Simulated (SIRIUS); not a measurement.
BaTiO3 in SIRIUS: the effect of potentials

BaTiO3:

```
Ba Ti O
1.0
     4.00730    0.00000    0.00000
     0.00000    4.00730    0.00000
     0.00000    0.00000    4.00730
Ba Ti O
1 1 3
Direct
  0.50903 0.45529 0.50668
  0.94374 0.06998 0.95431
  0.52053 0.00683 0.05543
  0.01265 0.49197 0.05272
  0.01405 0.97593 0.43085
```

The cell isn't the ideal one: all atoms moved at random.

Alike in all runs:

```yaml
Program: SIRIUS 7.10.0
Task: single point
Functional: PBE
k_mesh: 3 × 3 × 3
Occupations: fermi-dirac, width 0.05 eV
Spin: no spin polarisation
```

```csv
potentials,cutoff,gap on the mesh (eV),pressure (GPa),largest force (eV/Å)
PseudoDojo 0.4.1 PBE standard (scalar relativistic),1152 eV,3.06,12.3,4.37
SPMS 1.0 PBE (norm-conserving),1152 eV,3.07,11.6,4.38
SSSP 1.3.0 PBE efficiency,828 eV,3.05,12.3,4.36
JTH 2.0 PBE (PAW),611 eV,?,?,?
PseudoDojo 0.4 PBE stringent (scalar relativistic),1254 eV,3.07,11.6,4.34
"in-house norm-conserving set, PBE (scalar relativistic)",1254 eV,3.06,11.8,4.35
SG15 1.2 PBE (norm-conserving),1152 eV,3.08,11.8,4.40
```

Question: What does the run with potentials JTH 2.0 PBE (PAW) give?

Answer: gap on the mesh 3.04 eV; pressure 13.3 GPa; largest force 4.39 eV/Å.

Caveats: all runs use coarse meshes; spin-orbit coupling is left out, which moves the levels of the heavy elements; an odd mesh through Γ misses points on the zone boundary, where band edges often lie; forces of over 1 eV/Å show positions far from the minimum, so gaps and moduli don't describe the material at rest; this release of the barium file is off (some runs).
